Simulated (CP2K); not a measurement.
Wanted: the native input for a CP2K 2026.2 run.

- Task: atomic charges
- Functional: PBE
- Potentials or basis: POTENTIAL_UZH Ga GTH-PBE-q13; TZVP-MOLOPT-PBE-GTH basis
- Density cutoff: 9184 eV
- k mesh: 13 × 13 × 13
- Occupations: fermi-dirac, width 0.05 eV
- Spin: no spin polarisation
- SCF solver: diagonalisation with k points
- Quickstep method: GPW
- EPS_DEFAULT: 1.0E-9
- EPS_SCF: 1.0E-6
- MAX_SCF: 100
- SCF_GUESS: ATOMIC
- k points reduced by the point group: yes
- Mesh centred on Gamma: yes
- CHOLESKY: OFF
- EPS_EIGVAL: 1.0E-7
- MIXING METHOD: BROYDEN_MIXING
- MIXING ALPHA: 0.4
- NBUFFER: 8
- NGRIDS: 4
- Basis sets: Ga TZVP-MOLOPT-PBE-GTH-q13
- Potentials: Ga GTH-PBE-q13 of POTENTIAL_UZH
- ADDED_MOS: [8]
- Hirshfeld SHAPE_FUNCTION: GAUSSIAN
- VORONOI_RADII: VDW
- REL_CUTOFF (Ry): 60 Ry
- MIXING BETA (1/bohr): 1.5 1/bohr
- CUTOFF of the grids: 675 Ry

Ga:

```
CELL_PARAMETERS angstrom
3.02901 0.00000 0.00000
0.49806 2.98778 0.00000
-1.76353 -1.49389 1.95784
ATOMIC_POSITIONS crystal
Ga 0.00000 0.00000 0.00000
```

This isn't the form of Ga at room conditions, which is orthorhombic.

These files were run (other wordings do the same):

ga_charges.inp

```
&GLOBAL
  PROJECT ga_charges
  RUN_TYPE ENERGY_FORCE
  PRINT_LEVEL LOW
&END GLOBAL
&FORCE_EVAL
  METHOD QS
  STRESS_TENSOR ANALYTICAL
  &DFT
    BASIS_SET_FILE_NAME BASIS_MOLOPT_UZH
    POTENTIAL_FILE_NAME POTENTIAL_UZH
    &MGRID
      CUTOFF 675
      REL_CUTOFF 60
      NGRIDS 4
    &END MGRID
    &QS
      METHOD GPW
      EPS_DEFAULT 1.0E-9
    &END QS
    &KPOINTS
      SCHEME MONKHORST-PACK 13 13 13
      GAMMA_CENTERED T
      SYMMETRY T
      SYMMETRY_BACKEND SPGLIB
    &END KPOINTS
    &SCF
      SCF_GUESS ATOMIC
      EPS_SCF 1.0E-6
      MAX_SCF 100
      ADDED_MOS 8
      CHOLESKY OFF
      EPS_EIGVAL 1.0E-7
      &DIAGONALIZATION ON
        ALGORITHM STANDARD
      &END DIAGONALIZATION
      &MIXING ON
        METHOD BROYDEN_MIXING
        ALPHA 0.4
        BETA 1.5
        NBUFFER 8
      &END MIXING
      &SMEAR ON
        METHOD FERMI_DIRAC
        ELECTRONIC_TEMPERATURE [K] 580.226
      &END SMEAR
    &END SCF
    &XC
      &XC_FUNCTIONAL
        &GGA_X_PBE
        &END GGA_X_PBE
        &GGA_C_PBE
        &END GGA_C_PBE
      &END XC_FUNCTIONAL
    &END XC
    &PRINT
      &KPOINTS ON
      &END KPOINTS
      &MULLIKEN ON
      &END MULLIKEN
      &MO ON
        ENERGIES T
        OCCUPATION_NUMBERS T
        &EACH
          QS_SCF 0
        &END EACH
        ADD_LAST NUMERIC
      &END MO
      &LOWDIN ON
      &END LOWDIN
      &HIRSHFELD ON
        SHAPE_FUNCTION GAUSSIAN
      &END HIRSHFELD
      &VORONOI ON
        VORONOI_RADII VDW
      &END VORONOI
    &END PRINT
  &END DFT
  &SUBSYS
    &CELL
      A 3.0290056540 0.0000000000 0.0000000000
      B 0.4980631154 2.9877764952 0.0000000000
      C -1.7635343847 -1.4938882476 1.9578354450
      PERIODIC XYZ
    &END CELL
    &COORD
      SCALED
      Ga  0.0000000000 0.0000000000 0.0000000000
    &END COORD
    &KIND Ga
      BASIS_SET TZVP-MOLOPT-PBE-GTH-q13
      POTENTIAL GTH-PBE-q13
    &END KIND
    &PRINT
      &ATOMIC_COORDINATES ON
      &END ATOMIC_COORDINATES
      &CELL ON
      &END CELL
    &END PRINT
  &END SUBSYS
  &PRINT
    &FORCES ON
    &END FORCES
    &STRESS_TENSOR ON
    &END STRESS_TENSOR
  &END PRINT
&END FORCE_EVAL
```

Potentials or basis: POTENTIAL_UZH Ga GTH-PBE-q13; TZVP-MOLOPT-PBE-GTH basis.

Run with:

```console
$ OMP_NUM_THREADS=1 cp2k.psmp -i ga_charges.inp -o ga_charges.out
```

Results of the run:

- Pressure: 4.3 GPa
- Band gap on the k mesh: none (metal or under the smearing width)

Caveat: the basis of atomic orbitals isn't converged, which shifts pressures, moduli and gaps.

It took 2 min on 1 thread of Arm Neoverse V1, with other jobs on the host, peak memory 0.31 GiB.
